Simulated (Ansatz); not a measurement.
# ZnS (h-MgO (five-fold) type): optical response by level

How does ZnS (h-MgO (five-fold) type) absorb light if electrons and holes don't interact? The runs, in order: HSE06 for the gap; optics with PBE on 6×6×4; optics with r2SCAN on 6×6×4; optics with PBE and scissors to the HSE06 gap on 6×6×4.

Program: Ansatz 0.2.0. Level of theory: plane waves, PAW; no local fields, no excitons. These are calculated values, not measurements.

1 further run of the same task is left out (it didn't finish).

**1. The system as given**

The structure is hexagonal, space group P6_3/mmc (No. 194). Conventional cell: a = 3.946 Å, b = 3.946 Å, c = 5.880 Å, α = 90.00°, β = 90.00°, γ = 120.00°. Zn (site symmetry -6m2) has 3 S at 2.28 Å as nearest neighbours. Around S (site symmetry -6m2) lie 3 Zn at 2.28 Å.

Structure file:

```cif
data_structure
_symmetry_space_group_name_H-M 'P 1'
_symmetry_Int_Tables_number 1
_cell_length_a 3.9464
_cell_length_b 3.9464
_cell_length_c 5.8801
_cell_angle_alpha 90.000
_cell_angle_beta 90.000
_cell_angle_gamma 120.000
_cell_volume 79.31
loop_
_atom_site_label
_atom_site_type_symbol
_atom_site_fract_x
_atom_site_fract_y
_atom_site_fract_z
_atom_site_occupancy
Zn1 Zn 0.33333 0.66667 0.25000 1
Zn2 Zn 0.66667 0.33333 0.75000 1
S1 S 0.66667 0.33333 0.25000 1
S2 S 0.33333 0.66667 0.75000 1
```

Cell and atoms come from an earlier r2SCAN relaxation.

**2. HSE06 levels at special points**

Input file input.yaml:

```yaml
crystal:
  lattice:
    - [3.946372722, 0.0, 0.0]
    - [-1.973186361, 3.41765903, 0.0]
    - [0.0, 0.0, 5.8800538635]
  atoms:
    - { symbol: Zn, position: [0.3333333333, 0.6666666667, 0.25] }
    - { symbol: Zn, position: [0.6666666667, 0.3333333333, 0.75] }
    - { symbol: S, position: [0.6666666667, 0.3333333333, 0.25] }
    - { symbol: S, position: [0.3333333333, 0.6666666667, 0.75] }
kpoints:
  mp_grid: { grid: [6, 6, 2] }
  band_path:
    path:
      - [0.0, 0.0, 0.0]
      - [0.5, 0.0, 0.0]
      - [0.3333333333, 0.3333333333, 0.0]
      - [0.0, 0.0, 0.5]
      - [0.5, 0.0, 0.5]
      - [0.3333333333, 0.3333333333, 0.5]
    npoints: 1
hamiltonian:
  xc: hse06
scf:
  occupations: { method: fixed }
  n_extra_bands: 5
output:
  forces: true
  stress: true
  eigenvalues: true
  write_density: true
  write_potential: true
  elf: true
  volumetric_format: npy
```

Started as:

```bash
$ ansatz run input.yaml --threads 4 --pin off --max-ram 3686MiB --backend cpu --events-out ev --progress --plain --runs-dir out
```

The program printed, cut to the lines that bear on the results:

```text
Warning: output.stress: scf.convergence.dr2_threshold = 1e-7 eV (the SCF's general default) is looser than the 4e-10 eV advised for a printed stress (1e-10 eV for each atom of the cell: 4). What an SCF threshold leaves in a stress goes as its square root, and in the free energy as the [...]
Warning: output.stress: scf.exx.energy_threshold = 1e-6 eV is looser than the 4e-8 eV advised for a stress under a hybrid functional (1e-8 eV for each atom of the cell: 4). Every SCF of the exchange loop can meet its threshold on dr2 while the loop round them stops early: no threshold on [...]
Warning: RAYON_NUM_THREADS=4 ignored (pool sized by the plan → 4); use --threads N
scf.n_extra_bands = 5 over 18 filled bands (N_el = 36.0): the run solves 23 bands
[...]
Pseudopotentials: kind: paw
Pseudopotential: Zn, paw, valence charge 12, recommended cutoff 420 eV (normal), Zn.paw.azcp
Pseudopotential: S, paw, valence charge 6, recommended cutoff 420 eV (normal), S.paw.azcp
Functional definition: HSE06
[...]
davidson cushion auto → on  (no smearing: the cushion is to keep the highest requested band from converging to the state above it; pin scf.eigensolver.cushion to override)
Crystal: 4 atoms, lattice volume = 79.306 Å³
Basis set: ecut = 420 eV, 1567 PW (Γ), exchange–correlation on 54×54×80 points (8 copies of the dense FFT grid, shifted against one another)
Bands: 23, of which v1, the nominal top of the filled ones, is band 18 counted from 1 (17 counted from 0)
Symmetry: 24 space group operations
Space group: P63/mmc (ITA 194), of the structure as read, at distance tolerance 4.3e-5 Å
k-points: 14 of 72
[...]
SCF iter   1: F=—  HF=-8444.760954 eV  |F-HF|=—  |Δ(HF+E_count)|=         —  Δρ=1.11e-3  dr2=4.66e-4  ethr=1.77e-3  ⟨swp⟩=9.9  Hψ=1730  notcnv=0
[...]
SCF 1 stopped early in 3 iterations: F = -8444.763557 eV  dr2 = 2.94e-5
[...]
Frozen-core exchange: fock
[...]
SCF 2 stopped early in 6 iterations: F = -8446.111320 eV  dr2 = 2.06e-6
hybrid outer 1: dexx = +2.259e-2 eV, tail = 7.69e-5 eV
[...]
Frozen-core exchange: fock
[...]
SCF iter   4: F=-8446.110198 eV  HF=-8446.110198 eV  |F-HF|=3.51e-10  |Δ(HF+E_count)|=   2.85e-8  Δρ=9.99e-7  dr2=4.95e-9  ethr=1.95e-10  ⟨swp⟩=3.0  Hψ=896  notcnv=0
[...]
hybrid outer 2: dexx = +1.557e-6 eV, tail = 3.63e-8 eV, Δε = 4.31e-3 eV (about 1.18e-4 eV left of the loop's levels)
NSCF: frozen V_eff on 6 k-points
hybrid SCF converged: 2 outer / 10 inner (+3 warm-up), last move |dexx| = 1.56e-6 eV, tail = 3.63e-8 eV
Stability not checked: this state was not tested for a lower state beside it, because the functional holds exact exchange (a hybrid, or Hartree-Fock), whose exchange loop this test does not read (fock_operator; see scf.lower_state_search)
Free energy (F): -8446.110198 eV
Frozen-core exchange: fock
[...]
E sigma→0 (E₀):  -8446.110198 eV
Fermi energy:    5.239729 eV
[...]
--- Forces (eV/Å), atoms counted from 1 ---
  atom   1  Zn     0.00000000    -0.00000000    -0.00000000
  atom   2  Zn     0.00000000     0.00000000     0.00000000
  atom   3  S      0.00000000     0.00000000    -0.00000000
  atom   4  S      0.00000000    -0.00000000     0.00000000
[...]
--- Stress (GPa, compression-positive) ---
        1.636325       0.000000      -0.000000
       -0.000000       1.636325       0.000000
       -0.000000       0.000000       1.017311
  P = ⅓ Tr σ = 1.4300 GPa (14.300 kbar)
--- Band table (eV; the first three rows and the last of 14) ---
  k-point 0: bands = ["-9.2682", "-8.1841", "-3.1071", "-3.1071", "-3.0906", "-3.0906", "-2.6884", "-2.6628", "-2.6628", "-2.5712", "-2.5712", "-2.2057", "0.4801", "3.8615", "3.8615", "4.7193", "4.7193", "5.2397", "7.8844", "8.3786", "12.1026", "12.1026", "13.4566"]
[...]
```

Run time: 2.2 min. Hardware: 4 threads of AMD EPYC (Zen 3), shared host; peak memory 1.3 GiB.

HSE06 puts the least direct gap over the mesh and the named points at 2.645 eV, and the least gap at 2.645 eV.

**3. Optics, PBE**

Input file input.yaml:

```yaml
crystal:
  lattice:
    - [3.946372722, 0.0, 0.0]
    - [-1.973186361, 3.41765903, 0.0]
    - [0.0, 0.0, 5.8800538635]
  atoms:
    - { symbol: Zn, position: [0.3333333333, 0.6666666667, 0.25] }
    - { symbol: Zn, position: [0.6666666667, 0.3333333333, 0.75] }
    - { symbol: S, position: [0.6666666667, 0.3333333333, 0.25] }
    - { symbol: S, position: [0.3333333333, 0.6666666667, 0.75] }
kpoints:
  mp_grid: { grid: [6, 6, 4] }
hamiltonian:
  xc: pbe
scf:
  occupations: { method: fixed }
output:
  optics:
    e_range: [0, 13]
    de: 0.05
    sigma: 0.1
    bands: { spectra_wanted_up_to: 13 }
```

Started as:

```bash
$ ansatz run input.yaml --threads 4 --pin off --max-ram 3686MiB --backend cpu --events-out ev --progress --plain --runs-dir out
```

The program printed:

```text
Warning: RAYON_NUM_THREADS=4 ignored (pool sized by the plan → 4); use --threads N
Engine: ansatz 0.2.0, x86_64-unknown-linux-gnu
[... 3 set-up lines as earlier in the session ...]
Functional definition: PBE
  parameter kappa = 0.804
  parameter beta = 0.06672455060314922
  exchange = pbe_x(kappa = kappa, mu = beta*pi^2/3)
  correlation = pbe_c(beta = beta)
Crystal: 4 atoms, lattice volume = 79.306 Å³
Basis set: ecut = 420 eV, 1567 PW (Γ)
Bands: 22, of which v1, the nominal top of the filled ones, is band 18 counted from 1 (17 counted from 0)
[... 2 set-up lines as earlier in the session ...]
k-points: 21 of 144
Non-local potential: Zn, projectors of the file, l = 0: 2, l = 1: 2, l = 2: 3, l = 3: 1
Non-local potential: S, projectors of the file, l = 0: 2, l = 1: 2, l = 2: 2
PAW form: soft (Blöchl's): semilocal exchange-correlation on the pseudo side does not see the compensation charge
PAW one-centre angular grid: Zn, 590 points (default); XC on 64 Gauss nodes
PAW one-centre angular grid: S, 110 points (default); XC on 64 Gauss nodes
Initial density: superposition of atomic densities (neutral atoms: chi_scale 0, normalization atom), corrected by the library's trained network
Initial wavefunctions: pseudopotential atomic-orbital guess
Functional: x = pbe(κ = 0.804, μ = 0.2195149727645171), c = pbe(β = 0.06672455060314922)
SCF iter   1: F=—  HF=-8444.777714 eV  |F-HF|=—  |Δ(HF+E_count)|=         —  Δρ=1.25e-3  dr2=7.31e-4  ethr=1.77e-3  ⟨swp⟩=5.1  Hψ=1972  notcnv=0  defer=41
preconditioner: auto → Resta (q_TF=auto, 2.392 Å⁻¹)  ε∞=6.7  [insulator: Δε(μ)=1.447 eV  Ē_g=10.513 eV  n_scr=22 (ndim 8)  ℏωp=25.0 eV  f_vac=0.057  ε∞_Penn≈6.7]
SCF iter   2: F=—  HF=-8444.778174 eV  |F-HF|=—  |Δ(HF+E_count)|=   4.60e-4  Δρ=5.09e-4  dr2=1.10e-4  ethr=2.03e-6  ⟨swp⟩=2.0  Hψ=1030  notcnv=0  defer=42
SCF iter   3: F=—  HF=-8444.778358 eV  |F-HF|=—  |Δ(HF+E_count)|=   1.84e-4  Δρ=3.44e-4  dr2=6.02e-5  ethr=3.06e-7  ⟨swp⟩=2.0  Hψ=807  notcnv=0  defer=42
SCF iter   4: F=—  HF=-8444.778430 eV  |F-HF|=—  |Δ(HF+E_count)|=   7.24e-5  Δρ=9.60e-5  dr2=4.03e-6  ethr=1.67e-7  ⟨swp⟩=2.0  Hψ=820  notcnv=0  defer=25
SCF iter   5: F=—  HF=-8444.778435 eV  |F-HF|=—  |Δ(HF+E_count)|=   4.51e-6  Δρ=3.48e-5  dr2=9.28e-7  ethr=1.12e-8  ⟨swp⟩=2.0  Hψ=767  notcnv=0
SCF iter   6: F=—  HF=-8444.778438 eV  |F-HF|=—  |Δ(HF+E_count)|=   2.97e-6  Δρ=7.80e-6  dr2=4.99e-8  ethr=2.58e-9  ⟨swp⟩=2.0  Hψ=833  notcnv=0
SCF iter   7: F=—  HF=-8444.778438 eV  |F-HF|=—  |Δ(HF+E_count)|=   8.95e-8  Δρ=4.05e-6  dr2=9.56e-9  ethr=1.39e-10  ⟨swp⟩=2.0  Hψ=796  notcnv=0
SCF iter   8: F=—  HF=-8444.778438 eV  |F-HF|=—  |Δ(HF+E_count)|=   1.39e-8  Δρ=4.23e-7  dr2=1.30e-10  ethr=2.66e-11  ⟨swp⟩=2.0  Hψ=837  notcnv=0
SCF iter   9: F=-8444.778438 eV  HF=-8444.778438 eV  |F-HF|=1.46e-11  |Δ(HF+E_count)|=  2.69e-10  Δρ=9.11e-8  dr2=6.54e-12  ethr=1.00e-12  ⟨swp⟩=3.3  Hψ=1899  notcnv=0
SCF 1 converged in 9 iterations: F = -8444.778438 eV  dr2 = 6.54e-12
NSCF: frozen V_eff on 21 k-points
Optics k sum: 0 of 21 k-points
[...]
output.optics: what the bands over the 42 summed would add to eps1, eps2 and the energy-loss function is held between a lower and an upper bound (8 Lanczos steps). eps1, eps2 and their loss function (loss_summed_bands) are given on every row as the summed bands alone make them. Along an axis, on a row where the two bounds hold the loss function to about 1 % of the greater of itself and 0.5 % of |1/eps|, its cell (loss_completed) is given, with the completed eps1 and eps2 that it is formed of (a cell that is left empty reads nan in the table and null in the record). The two bounds hold it so along every axis on all 261 rows up to 13.000 eV. The run works to bound the rows up to 13.000 eV and no higher ones: a peak of the loss function over that energy may be left empty with no warning. To have the run work for it, set output.optics.bands.spectra_wanted_up_to to a higher energy. perfect_screening_sum, loss_f_sum_n_eff and, beside carriers, perfect_screening_limit are those of loss_summed_bands: over the bounded function the two sums would run over rows that are not all bounded, and lack what the bands left out lay past the top of the energy grid. Bounded is said of the bands left out alone, which are those that the basis at basis.ecutwfc holds: it says nothing of that cutoff, of the k-point mesh, of what the sum inside its cells errs by (eps2_relative_error), of the factors of all_electron_strengths, nor of how far the SCF is converged. The bands left out are taken at the k-points, and what their mean over the points' cells stands off that by is in neither bound: the run's estimate of it, which the test of a row counts in, is 0.04 % of |eps| at the most among the values given; where the mean stood off by over 0.5 % the points' spread read 0.1 to 3 times that
SCF converged after 9 iterations
Free energy (F): -8444.778438 eV
Harris-Foulkes:  -8444.778438 eV  (|F-HF|=1.46e-11)
Internal energy: -8444.778438 eV  (E = F + TS)
E sigma→0 (E₀):  -8444.778438 eV
Fermi energy:    5.892335 eV
--- Per-component energies (eV) ---
  E_band       = 6.933539
  E_kinetic    = 476.722749
  E_local      = -4089.317421  (includes V_loc(G=0)·N_el)
  E_nonlocal   = 1286.480499
  E_hartree    = 1708.984333
  E_xc         = -468.408205
  E_vxc        = -278.568683  (∫ρ·V_xc dr)
  E_paw        = -4858.027758  (= ΣΔE_a)
  E_vpaw       = -806.351437  (= ΣTr[D̂ρ^β])
  E_aug_tail   = -0.000752  (compensation charges beyond the density's cutoff)
  E_ewald      = -2501.211884
  E_smearing   = -0.000000  (= −TS)
  E_closure    = 0.000000  (closes the sum)
  Σ components = -8444.778438   (vs F -8444.778438, Δ=0.00e0)
--- Band table (eV; the first three rows and the last of 21) ---
  k-point 0: bands = ["-7.3669", "-6.3469", "-0.8439", "-0.8439", "-0.8132", "-0.8132", "-0.2915", "-0.2707", "-0.2707", "-0.1684", "-0.1684", "0.1548", "1.5226", "4.6927", "4.6927", "5.4593", "5.4593", "5.8923", "7.3336", "7.8674", "11.5707", "11.5707"]
  k-point 1: bands = ["-7.2348", "-6.5161", "-0.8437", "-0.8437", "-0.8225", "-0.8225", "-0.3093", "-0.2514", "-0.2514", "-0.1796", "-0.1796", "-0.1089", "2.2476", "4.8021", "4.8021", "4.9723", "5.3454", "5.3454", "7.6712", "8.6652", "11.6022", "11.6022"]
  k-point 2: bands = ["-6.8938", "-6.8938", "-0.8375", "-0.8375", "-0.8375", "-0.8375", "-0.2986", "-0.2986", "-0.2116", "-0.2116", "-0.2116", "-0.2116", "3.5776", "3.5776", "5.0713", "5.0713", "5.0713", "5.0713", "8.5618", "8.5618", "11.8816", "11.8816"]
  k-point 20: bands = ["-6.1597", "-6.1597", "-0.5893", "-0.5893", "-0.4934", "-0.4934", "-0.4422", "-0.4422", "-0.2808", "-0.2808", "0.0639", "0.0639", "0.9880", "0.9880", "2.2743", "2.2743", "5.4915", "5.4915", "10.2514", "10.2514", "12.2124", "12.2124"]
```

Run time: 36 s. Hardware: 4 threads of AMD EPYC (Zen 3), shared host; peak memory 0.71 GiB.

From the head of optics.tsv:

```
# eps_inf(xx yy zz) = 6.831123 6.831123 6.600963
# eps_inf_bands = all
# eps_inf_summed_bands(xx yy zz) = 6.744698 6.744698 6.509156
# eps_inf_completed(xx yy zz) = 6.831123 6.831123 6.600963
# eps2_relative_error = 0.0013
# eps_inf_relative_error = 0.0039
# f_sum_n_eff(xx yy zz) = 16.325732 16.325732 15.964935 of n_electrons = 36.000000
# n_bands = 42
# n_bands_set_by = photon_energy
# valid_up_to_ev = 20.115687
# least_direct_gap_ev = 1.441242e0 at k(fractional) = 0.000000 0.000000 0.000000, k_point = 0, channel = 0, bands = 17 18 (counted from 0)
```

The dielectric function from optics.tsv (yy equals xx), one row in 8 (narrow peaks fall between the rows):

```csv
E (eV),ε₂ xx,ε₂ zz,ε₁ xx,ε₁ zz
1.80,0.00,0.00,7.63,7.51
2.20,0.03,0.69,8.36,8.11
2.60,0.84,1.02,9.81,8.27
3.00,2.68,1.20,9.64,8.78
3.40,3.44,1.51,9.42,9.82
3.80,4.25,2.15,8.89,11.87
4.20,4.34,7.89,9.51,14.95
4.60,5.71,11.71,10.84,13.07
5.00,9.23,15.43,10.94,3.90
5.40,16.93,13.83,8.26,-0.63
5.80,12.91,9.65,-1.93,-3.65
6.20,6.93,6.09,-0.73,-1.87
6.60,7.44,6.17,3.00,-2.79
7.00,8.71,4.11,-0.90,-2.57
7.40,7.51,2.57,-1.60,-1.65
7.80,6.32,2.25,-1.37,-0.37
8.20,5.63,3.04,-2.17,0.51
8.60,4.85,2.69,-2.08,0.00
9.00,4.60,2.78,-1.62,0.86
9.40,4.18,3.80,-2.36,0.91
9.80,3.20,4.69,-2.81,0.82
10.20,2.49,3.83,-2.16,-1.36
10.60,2.42,2.90,-2.04,-1.71
11.00,1.87,2.24,-1.99,-1.57
11.40,1.48,1.83,-1.64,-1.33
11.80,1.42,1.50,-1.26,-1.05
12.20,1.48,1.52,-1.28,-0.87
12.60,1.13,1.36,-1.30,-0.84
13.00,0.93,1.14,-1.07,-0.78
```

Tallest peaks of ε₂ (mean of the periodic axes): 11.5 at 4.85 eV, 16.1 at 5.45 eV, 8.5 at 6.80 eV.

(Part 1 of 2 ends here.)
